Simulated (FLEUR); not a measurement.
KCl (Sylvite) under changes of volume

One of the cells (31.151 Å³/atom); the others are scaled copies at fixed shape and fractional positions:

```
K Cl
1.0
     0.00000    3.14647    3.14647
     3.14647    0.00000    3.14647
     3.14647    3.14647    0.00000
K Cl
1 1
Direct
  0.00000 0.00000 0.00000
  0.50000 0.50000 0.50000
```

| Quantity | Value |
| --- | --- |
| Program | FLEUR MaX-R8.1 (later development tree) |
| Functional | PBEsol |
| Potentials or basis | all-electron |
| Basis | FLAPW |
| Kmax | 4.1 1/bohr |
| k mesh | 7 × 7 × 7 |
| Occupations | fermi-dirac, width 0.05 eV |
| Spin | no spin polarisation |

```csv
volume (Å³/atom),energy over the lowest point (meV/atom),gap on the mesh (eV)
29.282,?,?
29.905,0.00,5.16
31.151,0.39,5.03
32.397,5.93,4.91
33.020,10.26,4.85
```

Task: What does the run at 29.282 Å³/atom give?

Result: Energy over the lowest point 2.16 meV/atom; gap on the mesh 5.23 eV.

Worked out: A Birch-Murnaghan fit of order 2 (a polynomial in V^(-2/3)) to the other rows has its minimum at 30.43 Å³/atom with B0 = V·E''(V) = 18.0 GPa. It gives 2.06 meV/atom at 29.282 Å³/atom, against the run's 2.16. A straight line through the other rows of the gap, of slope -3.12 eV per unit of ln V (its deformation potential), extrapolates to 5.22 eV, against the run's 5.23.

Energies are extrapolated to zero smearing.

Caveats: an odd mesh through Γ misses points on the zone boundary, where band edges often lie (some runs).
